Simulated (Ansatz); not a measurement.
# C: the cost of one run

Computed with Ansatz 0.2.0 (DFT PBE+D3(BJ), scalar-relativistic, plane waves, PAW, unless a step's input says otherwise).

**1. The system as given**

It takes space group P6/mmm (No. 191, hexagonal). The conventional cell has a = 2.466 Å, b = 2.466 Å, c = 17.500 Å, α = 90.00°, β = 90.00°, γ = 120.00°. Around C (site symmetry 3m) lie 3 C at 1.42 Å.

As a file:

```xyz
4
Lattice="2.4657 0.0000 0.0000 -1.2329 2.1354 0.0000 0.0000 0.0000 17.5000" Properties=species:S:1:pos:R:3 pbc="T T T"
C     0.0000    1.4236    4.5000
C     1.2329    0.7118    4.5000
C     0.0000    1.4236    7.7100
C     1.2329    0.7118    7.7100
```

This is the geometry at the first point of the grid.

**4. Setting up the map**

Atoms count from 1 in the order of the input.

The upper layer of a bilayer is slid over the lower one; relaxed at each slide: nothing; the origin of the map has C3 above C1; the distance between the facing planes is held at 3.21 Å.

First coordinate, slide of the upper layer along the first cell vector, from C3 above C1: 6 values from 0.000 to 0.833, periodic. Second coordinate, slide of the upper layer along the second cell vector, from C3 above C1: 6 values from 0.000 to 0.833, periodic.

Nothing else is relaxed. Points are written as (first, second).

The two vectors of the plane (Å): (2.466, 0.000, 0.000); (-1.233, 2.135, 0.000).

(The set-up runs are not shown.)

**5. Point (0/6, 0/6) of the map's two axes**

Input file input.yaml:

```yaml
crystal:
  lattice:
    - [2.4657005716, 0.0, 0.0]
    - [-1.2328502858, 2.1353593332, 0.0]
    - [0.0, 0.0, 17.5]
  atoms:
    - { symbol: C, position: [0.3333333333, 0.6666666667, 0.2571428571] }
    - { symbol: C, position: [0.6666666667, 0.3333333333, 0.2571428571] }
    - { symbol: C, position: [0.3333333333, 0.6666666667, 0.4405714286] }
    - { symbol: C, position: [0.6666666667, 0.3333333333, 0.4405714286] }
basis:
  ecutwfc: 420
kpoints:
  mp_grid: { grid: [15, 15, 1] }
hamiltonian:
  xc: pbe
  pseudopotentials: { kind: paw, azcp: { folder: soft_1 } }
  dispersion: d3bj
scf:
  occupations: { method: gaussian, width: 0.1 }
output:
  forces: true
  eigenvalues: true
efield:
  axis: 3
  dipole_correction: true
  ramp_width: 0.04
```

Started as:

```bash
$ ansatz run input.yaml --threads 1 --pin off --max-ram 3072MiB --backend cpu --events-out ev --progress --plain --runs-dir out
```

**Question.** How long does this run take on 1 thread of AMD EPYC 9R45 (Zen 5), shared host, and how much memory does it need?

About 1.2 s, with a peak of 0.39 GiB.
